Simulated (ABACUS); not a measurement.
Write an ASE script for ABACUS 3.10.1 that does the following.

| Property | Result |
| --- | --- |
| Task | single point |
| Functional | LDA |
| Potentials or basis | PseudoDojo NC SR 0.4.1 LDA standard |
| Cutoff | 1333 eV |
| Density cutoff | 5333 eV |
| Basis | plane waves |
| k mesh | 10 × 10 × 10 |
| Occupations | fermi-dirac, width 0.05 eV |
| Spin | collinear spin, ferromagnetic start |
| Starting moments | [1.0] μB |
| Radial cutoff of the potentials (pseudo_rcut) | 10 bohr |
| SCF threshold on the density | 1e-08 |
| Max SCF steps | 100 |
| Eigensolver | dav |
| Mixing | broyden |
| Mixing share | 0.4 |
| Symmetry key | 1 |

The structure of Ni lies in Ni.xyz:

```xyz
1
Lattice="0.0000000000 1.7375729330 1.7375729330 1.7375729330 0.0000000000 1.7375729330 1.7375729330 1.7375729330 0.0000000000" Properties=species:S:1:pos:R:3 pbc="T T T"
Ni     0.0000000000      0.0000000000      0.0000000000
```

The input as run:

run_abacus.py

```python
"""ABACUS run from a structure file: ASE reads it, the script writes STRU, KPT and INPUT."""
import re
import subprocess
from ase.io import read
from ase.units import Bohr

atoms = read("Ni.xyz")
atoms = atoms[(-atoms.numbers).argsort(kind="stable")]  # ABACUS lists atoms element by element
pseudo = {'Ni': 'Ni.upf'}
orbital = {}
magmoms = [1.0]
kmesh = [10, 10, 10]
params = {
    'suffix': 'Ni',
    'calculation': 'scf',
    'basis_type': 'pw',
    'pseudo_dir': './',
    'symmetry': 1,
    'dft_functional': 'pz',
    'ecutwfc': 98,
    'pseudo_rcut': 10,
    'nspin': 2,
    'nbands': 20,
    'ks_solver': 'dav',
    'smearing_method': 'fd',
    'smearing_sigma': 0.00367493,
    'scf_thr': 1e-08,
    'scf_nmax': 100,
    'mixing_type': 'broyden',
    'mixing_beta': 0.4,
    'cal_force': 1,
    'cal_stress': 1,
    'out_chg': 1,
    'out_pot': 2,
    'out_elf': 1,
}

symbols = atoms.get_chemical_symbols()
elements = list(dict.fromkeys(symbols))
lines = ["ATOMIC_SPECIES"] + [f"{e} {atoms.get_masses()[symbols.index(e)]:.4f} {pseudo[e]}" for e in elements]
if orbital:
    lines += ["", "NUMERICAL_ORBITAL"] + [orbital[e] for e in elements]
lines += ["", "LATTICE_CONSTANT", f"{1 / Bohr:.10f}", "", "LATTICE_VECTORS"]
lines += [" ".join(f"{x:.10f}" for x in v) for v in atoms.cell]
lines += ["", "ATOMIC_POSITIONS", "Direct"]
for e in elements:
    lines += ["", e, "0.0", str(symbols.count(e))]
    for i, p in enumerate(atoms.get_scaled_positions(wrap=False)):
        if symbols[i] == e:
            mag = "" if magmoms is None else " mag " + " ".join(str(x) for x in (magmoms[i] if isinstance(magmoms[i], list) else [magmoms[i]]))
            lines.append(" ".join(f"{x:.10f}" for x in p) + " 1 1 1" + mag)
open("STRU", "w").write("\n".join(lines) + "\n")
open("KPT", "w").write("K_POINTS\n0\nGamma\n%d %d %d 0 0 0\n" % tuple(kmesh))
open("INPUT", "w").write("INPUT_PARAMETERS\n" + "".join(f"{k:<20s}{v}\n" for k, v in params.items()))

done = subprocess.run(['mpirun', '-np', '4', 'abacus'])
if done.returncode:
    raise SystemExit(done.returncode)
log = open("OUT.Ni/running_scf.log").read()
print("final energy (eV):", re.findall(r"FINAL_ETOT_IS (\S+)", log))
```

Potentials or basis: PseudoDojo NC SR 0.4.1 LDA standard, plane waves.

Run with:

```bash
$ OMP_NUM_THREADS=1 python run_abacus.py > log
```

It gave:

The pressure is -9.6 GPa, the band gap on the k mesh is none (metal or under the smearing width) and the net moment is 0.69 μB per cell. The absolute moment is 0.74 μB per cell.

Run time: 13 s on 4 MPI ranks on Intel(R) Xeon(R) Platinum 8488C (Sapphire Rapids) (shared host), peak memory 0.36 GiB a rank.
